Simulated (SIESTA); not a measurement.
The system is CuO (Tenorite).

```
Cu O
1.0
     2.34185   -1.71130    0.00000
     2.34185    1.71130    0.00000
    -0.85003    0.00000    5.05787
Cu O
2 2
Direct
  0.50000 0.00000 0.50000
  0.00000 0.50000 0.00000
  0.41840 0.58160 0.75000
  0.58160 0.41840 0.25000
```

Base run:

```yaml
Program: SIESTA 5.4.2
Functional: vdW-DF2
Potentials_or_basis: PseudoDojo 0.4 standard (PBE files)
Basis: DZP (energy shift 0.002 Ry)
Grid_cutoff: 800 Ry
Energy_shift: 0.002 Ry
k_mesh: 10 × 10 × 5
Occupations: fermi-dirac, width 0.05 eV
Spin: no spin polarisation
```

Its results: band gap on the k mesh none (metal or under the smearing width); pressure 19.6 GPa; largest force 0.071 eV/Å.

After a change of settings the same cell gave: band gap on the k mesh none (metal or under the smearing width); pressure 6.7 GPa; largest force 0.098 eV/Å. Which change was it?
A. functional from vdW-DF2 to SVWN5; potentials or basis from PseudoDojo 0.4 standard (PBE files) to PseudoDojo 0.4 standard (LDA files)
B. functional from vdW-DF2 to VV10
C. functional from vdW-DF2 to BP86
D. functional from vdW-DF2 to PBE; potentials or basis from PseudoDojo 0.4 standard (PBE files) to SG15 1.2 NC or PseudoDojo by element (PBE files)

C.

Caveats: semicore shells carry a single zeta, which can move pressures by several GPa and volumes by a few percent; the potentials were made for another functional, which shifts forces and pressure; the basis of atomic orbitals isn't converged, which shifts pressures, moduli and gaps; the run has no spin polarisation, though such a crystal can be magnetic; semilocal functionals often make such compounds metallic where correlation or magnetic order opens a gap, which also shifts bond lengths; so large a pressure means that the cell lies far from this level's equilibrium, or that cutoff or potentials fall short (some runs).

Not every run made on this cell is shown here.
